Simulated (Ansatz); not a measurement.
**Ta (Im-3m): relaxation of cell and ions in Python**

A script is to give a relaxation of cell and ions; the system is Ta (Im-3m).

Computed with Ansatz 0.2.0 through its Python package. Level of theory: DFT LDA, plane waves, PAW.

## (1) Starting point

It takes space group Im-3m (No. 229, cubic). Conventional cell: a = 3.303 Å, b = 3.303 Å, c = 3.303 Å, α = 90.00°, β = 90.00°, γ = 90.00°. Ta (site symmetry m-3m) is surrounded by 8 Ta at 2.86 Å.

The script holds or builds the structure itself.

## (2) The code

File ta.py:

```python
"""Cell relaxation of Ta."""

import ansatz as az
from ase import Atoms
from ase.io import write
from ase.neighborlist import neighbor_list
import matplotlib.pyplot as plt
import numpy as np

XC = "lda"
K_DENSITY = 5.1
TOLERANCE = 1e-10

def edges_and_angles(cell):
    cell = np.asarray(cell)
    a, b, c = np.linalg.norm(cell, axis=1)
    cosines = cell[1] @ cell[2] / (b * c), cell[0] @ cell[2] / (a * c), cell[0] @ cell[1] / (a * b)
    return (a, b, c, *np.degrees(np.arccos(cosines)))


def main() -> None:
    lattice = az.Lattice.of(
        [-1.65128, 1.65128, 1.65128],
        [1.65128, -1.65128, 1.65128],
        [1.65128, 1.65128, -1.65128],
    )
    sites = [
        ("Ta", [0.0, 0.0, 0.0]),
    ]
    xtal = az.Crystal(lattice=lattice)
    for symbol, position in sites:
        xtal = xtal.atom(symbol, position)

    # every cell quantity that the symmetry leaves free
    setup = (
        xtal.calculation()
        .functional(XC)
        .pseudopotentials("paw")
        .kpoints(density=K_DENSITY)
        .occupations(az.OccupationsMethod.COLD)
        .scf(tolerance=TOLERANCE)
        .relax(max_steps=40, cell=True)
    )
    steps = []


    def follow(event):
        if event["event"] != "relax_step":
            return
        row = event["data"]
        steps.append(row)
        print(f"step {row['step']:3d}  E = {row['lagrangian_ev']:.5f} eV  largest force component = {row['allowed_force_max_ev_ang']:.4f} eV/A  P = {row['pressure_gpa']:.3f} GPa")


    out = setup.session().plan(threads=1).execute(on_event=follow)
    r = out.report

    first, last = steps[0], steps[-1]
    symbols = [site.symbol for site in out.lattice.sites]
    print(f"energy gained {first['lagrangian_ev'] - last['lagrangian_ev']:.4f} eV in {len(steps) - 1} steps")
    for label, vectors in (("before", first["cell_ang"]), ("after", out.lattice.cell_ang)):
        print(label, "a b c (A) {:.4f} {:.4f} {:.4f}  angles {:.2f} {:.2f} {:.2f}".format(*edges_and_angles(vectors)), f" V = {abs(np.linalg.det(vectors)):.3f} A^3")
    print("final stress xx yy zz (GPa, compression positive):", np.round(np.diag(r["stress_gpa"]), 3) + 0.0)

    fig, (top, bottom) = plt.subplots(2, 1, sharex=True, figsize=(4.5, 4))
    top.plot([s["lagrangian_ev"] - last["lagrangian_ev"] for s in steps], "o-")
    top.set_ylabel("E - E(final) (eV)")
    bottom.semilogy([max(s["allowed_force_max_ev_ang"], 1e-6) for s in steps], "s-")
    bottom.set(xlabel="step", ylabel="largest force (eV/A)")
    fig.tight_layout()
    fig.savefig("relax.png", dpi=100)

    final = Atoms(symbols, positions=last["positions_ang"], cell=out.lattice.cell_ang, pbc=True)
    i, j, d = neighbor_list("ijd", final, 4.5)
    print("neighbours within 1.2 times the shortest distance of each atom (A)")
    for atom in range(len(final)):
        near = [m for m in np.argsort(d) if i[m] == atom]
        shell = [m for m in near if d[m] < 1.2 * d[near[0]]]
        print(f"{symbols[atom]}{atom} ({len(shell)}):", ", ".join(f"{symbols[j[m]]} {d[m]:.3f}" for m in shell))

    change = np.array(last["positions_ang"]) @ np.linalg.inv(last["cell_ang"]) - np.array(first["positions_ang"]) @ np.linalg.inv(first["cell_ang"])
    moved = np.linalg.norm(change @ np.array(last["cell_ang"]), axis=1)
    print("displacement within the cell, strain taken out (A):", " ".join(f"{s}:{d:.3f}" for s, d in zip(symbols, moved)))

    relaxed = Atoms(symbols, positions=[site.position_ang for site in out.lattice.sites], cell=out.lattice.cell_ang, pbc=True)
    write("relaxed.extxyz", relaxed, format="extxyz")

    energy = r["free_energy_ev"]
    print("F of the Ta cell: {:.6f} eV = {:.6f} Ry = {:.6f} Ha".format(energy, energy / 13.605693, energy / 27.211386))
    print("Fermi level {:.4f} eV, {} k-points, {} symmetry operations".format(r["fermi_energy_ev"], r["n_kpoints"], r["n_symmetry_ops"]))

    print("energy terms (eV)")
    for term, value in r["components"].items():
        if abs(value) > 1e-9:
            print(f"  {term:26s} {value:16.5f}")


if __name__ == "__main__":
    main()
```

## (3) What the engine is handed

The engine receives this input:

```yaml
crystal:
  lattice:
    - [-1.65128, 1.65128, 1.65128]
    - [1.65128, -1.65128, 1.65128]
    - [1.65128, 1.65128, -1.65128]
  atoms:
    - { symbol: Ta, position: [0.0, 0.0, 0.0] }
kpoints:
  mp_grid:
    kspacing: 0.19607843137254904
hamiltonian:
  xc: lda
  pseudopotentials:
    kind: paw
scf:
  convergence:
    dr2_threshold: 1.0e-10
  occupations:
    method: cold
relax:
  max_steps: 40
  cell: {}
```

## (4) Launch

Run with:

```console
> python ta.py
```

The program printed:

```text
DeckWarning: basis.ecutwfc = 420 eV, auto-derived from the records' recommended cutoffs: set by Ta (normal level)
step   1  E = -9682.59223 eV  largest force component = 0.0000 eV/A  P = -8.787 GPa
step   2  E = -9682.47544 eV  largest force component = 0.0000 eV/A  P = 28.423 GPa
step   3  E = -9682.61365 eV  largest force component = 0.0000 eV/A  P = -1.413 GPa
step   4  E = -9682.61418 eV  largest force component = 0.0000 eV/A  P = 0.093 GPa
step   5  E = -9682.61418 eV  largest force component = 0.0000 eV/A  P = -0.001 GPa
step   6  E = -9682.61402 eV  largest force component = 0.0000 eV/A  P = -0.014 GPa
energy gained 0.0218 eV in 5 steps
before a b c (A) 2.8601 2.8601 2.8601  angles 109.47 109.47 109.47  V = 18.010 A^3
after a b c (A) 2.8189 2.8189 2.8189  angles 109.47 109.47 109.47  V = 17.244 A^3
final stress xx yy zz (GPa, compression positive): [-0.014 -0.014 -0.014]
neighbours within 1.2 times the shortest distance of each atom (A)
Ta0 (14): Ta 2.819, Ta 2.819, Ta 2.819, Ta 2.819, Ta 2.819, Ta 2.819, Ta 2.819, Ta 2.819, Ta 3.255, Ta 3.255, Ta 3.255, Ta 3.255, Ta 3.255, Ta 3.255
displacement within the cell, strain taken out (A): Ta:0.000
F of the Ta cell: -9682.614018 eV = -711.659011 Ry = -355.829505 Ha
Fermi level 19.1981 eV, 104 k-points, 48 symmetry operations
energy terms (eV)
  e_band                            -95.20179
  e_kinetic                         367.93420
  e_local                          -528.82761
  e_nonlocal                         21.11221
  e_hartree                         183.90029
  e_xc                             -217.40139
  e_vxc                            -204.79504
  e_paw                           -8149.20499
  e_vpaw                           -118.42624
  e_augmentation_tail                 0.00013
  e_ewald                         -1360.38672
  e_core_change                       0.25890
  e_smearing                          0.00095
```

(Warnings from the package without file and line.)

It took 12 s on 1 thread of Arm Neoverse N1, shared host; peak memory 0.43 GiB.

It wrote relaxed.extxyz:

```xyz
1
Lattice="-1.62751891833929 1.62751891833929 1.62751891833929 1.62751891833929 -1.62751891833929 1.62751891833929 1.62751891833929 1.62751891833929 -1.62751891833929" Properties=species:S:1:pos:R:3 pbc="T T T"
Ta       0.00000000       0.00000000       0.00000000
```

## (5) The run's own record

The report of the run holds:

| item | value |
| --- | --- |
| SCF cycles in all | 29 |
| k-points solved | 104 |
| plane waves | 321 |
| bands | 11 |
| valence electrons | 13 |
| free energy (eV) | -9682.61402 |
| Fermi level (eV) | 19.198 |
| pressure (GPa; positive when compressed) | -0.01 |

## (6) The relaxation, step by step

The steps of the relaxation:

| step | energy from step 1 (eV/cell) | largest force component (eV/Å) | pressure (GPa) | volume (Å³) |
| --- | --- | --- | --- | --- |
| 1 | 0.0000 | 0.0000 | -8.79 | 18.01 |
| 2 | 0.1168 | 0.0000 | 28.42 | 15.53 |
| 3 | -0.0214 | 0.0000 | -1.41 | 17.36 |
| 4 | -0.0220 | 0.0000 | 0.09 | 17.24 |
| 5 | -0.0220 | 0.0000 | 0.00 | 17.24 |
| 6 | -0.0218 | 0.0000 | -0.01 | 17.24 |

Step 1 is the start. Step 6 repeats the geometry before it on a plane-wave basis chosen anew for that cell, so its energy need not be comparable with the rows above. Step 2 was tried and not accepted.

Lengths and angles in the start's conventional setting:

|  | before | after | change |
| --- | --- | --- | --- |
| a (Å) | 3.303 | 3.255 | -1.4 % |
| b (Å) | 3.303 | 3.255 | -1.4 % |
| c (Å) | 3.303 | 3.255 | -1.4 % |
| volume (Å³/atom) | 18.01 | 17.24 | -4.3 % |
| shortest distance (Å) | 2.860 | 2.819 | -1.4 % |
| space group (0.01 Å) | Im-3m | Im-3m | same |

The run keeps the 48 symmetry operations of the start, so it could not have lowered the symmetry.

## (7) Outcome

```
                                         quantity                                                                      value
                                      free energy                                                              -9682.6140 eV
                          moves of the relaxation                                                                          3
energy gained (ahead of the last change of basis)                                                              22.0 meV/atom
                     last largest force component                                                                0.0000 eV/Å
                        relaxed conventional cell  a = 3.255 Å, b = 3.255 Å, c = 3.255 Å, α = 90.00°, β = 90.00°, γ = 90.00°
                           space group at the end                                                                      Im-3m
```

What this shows: The volume shrank by 4.3 % over 3 moves, and the space group stayed Im-3m. The run is spin-unpolarised. The energy terms are those on the plane-wave grid, with the one-centre PAW part apart; e_band, e_vxc and e_vpaw aren't summands of the total. An absolute Fermi energy rests on an arbitrary zero of the periodic potential and has no direct meaning. Energies along a relaxation are free energies. Rows at an unchanged volume are solved on a plane-wave basis chosen afresh for that cell, so the energy jumps there and such rows are no steps of the walk. Edges and angles that the script prints are those of the cell as typed, here a primitive one. Spin-orbit coupling is left out, though heavy elements are present.
